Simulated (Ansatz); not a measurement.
Crystal: AgBr.

```
CELL_PARAMETERS angstrom
0.00000 2.87015 2.87015
2.87015 0.00000 2.87015
2.87015 2.87015 0.00000
ATOMIC_POSITIONS crystal
Ag 0.00000 0.00000 0.00000
Br 0.50000 0.50000 0.50000
```

| Item | Value |
| --- | --- |
| Program | Ansatz 0.2.0 |
| Task | relaxation of cell and atoms |
| Functional | PBEsol |
| Potentials or basis | all-electron LAPW, scalar-relativistic |
| Basis error allowed | 0.001 eV/atom |
| k mesh | 8 × 8 × 8 |
| Occupations | fermi-dirac, width 0.05 eV |
| Spin | no spin polarisation |

At the start: volume 23.64 Å³/atom.

Question: How do energy, volume and symmetry change on relaxing?

Answer: Over 4 steps the energy falls by 4.3 meV/atom and the volume is 22.86 Å³/atom (-3.3 %); space group Fm-3m (No. 225, to 0.05 Å).

Step by step:
```tsv
step	energy change (eV)	largest force (eV/Å)	volume (Å³)
1	0.0000	0.0000	47.29
2	-0.0079	0.0000	45.25
3	-0.0086	0.0000	45.71
4	-0.0086	0.0000	45.71
```

Final structure:
```yaml
crystal:
  lattice:
    - [0.00000, 2.83794, 2.83794]
    - [2.83794, 0.00000, 2.83794]
    - [2.83794, 2.83794, 0.00000]
  atoms:
    - { symbol: Ag, position: [0.00000, 0.00000, 0.00000] }
    - { symbol: Br, position: [0.50000, 0.50000, 0.50000] }
```
